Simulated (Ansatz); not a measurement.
SnO2:

```xyz
12
Lattice="5.1753 0.0000 0.0000 0.0000 5.1753 0.0000 0.0000 0.0000 5.1753" Properties=species:S:1:pos:R:3 pbc="T T T"
Sn    0.0000    0.0000    0.0000
Sn    2.5876    0.0000    2.5876
Sn    2.5876    2.5876    0.0000
Sn    0.0000    2.5876    2.5876
O     3.4214    4.3415    0.8337
O     4.3415    0.8337    3.4214
O     0.8337    3.4214    4.3415
O     1.7539    1.7539    1.7539
O     3.4214    3.4214    3.4214
O     4.3415    1.7539    0.8337
O     0.8337    4.3415    1.7539
O     1.7539    0.8337    4.3415
```

Measurements of this composition are mostly on another form, of space group No. 136.

- Program: Ansatz 0.2.0
- Task: relaxation of cell and atoms
- Functional: PBE
- Dispersion: D3(BJ)
- Potentials or basis: Ansatz PAW
- Cutoff: 420 eV (not typed: the program's choice for these potentials)
- k mesh: 5 × 5 × 5
- Occupations: fermi-dirac, width 0.05 eV
- Spin: no spin polarisation

At the start: volume 11.55 Å³/atom.

Question: Where does the relaxation end?

Answer: It ends after 6 steps and the volume is 11.32 Å³/atom (-2.0 %); space group Pa-3 (No. 205, to 0.05 Å).

The path:
```
step  energy change (eV)  largest force (eV/Å)  volume (Å³)
   1              0.0000                0.0065       138.61
   2             -0.0475                0.0030       135.86
   3             -0.0470                0.0003       135.96
   4             -0.0331                0.0004       135.96
   5             -0.0337                0.0001       135.87
   6             -0.0325                0.0002       135.87
```

Final structure:
```xyz
12
Lattice="5.1409 0.0000 0.0000 0.0000 5.1409 0.0000 0.0000 0.0000 5.1409" Properties=species:S:1:pos:R:3 pbc="T T T"
Sn    0.0000    0.0000    0.0000
Sn    2.5704    0.0000    2.5704
Sn    2.5704    2.5704    0.0000
Sn    0.0000    2.5704    2.5704
O     3.3941    4.3172    0.8237
O     4.3172    0.8237    3.3941
O     0.8237    3.3941    4.3172
O     1.7467    1.7467    1.7467
O     3.3941    3.3941    3.3941
O     4.3172    1.7467    0.8237
O     0.8237    4.3172    1.7467
O     1.7467    0.8237    4.3172
```

Caveat: the plane-wave basis is chosen anew once the cell has moved, so the energies of steps on either side of that aren't comparable; the pressure holds a Pulay correction of +0.9 GPa for the finite cutoff.
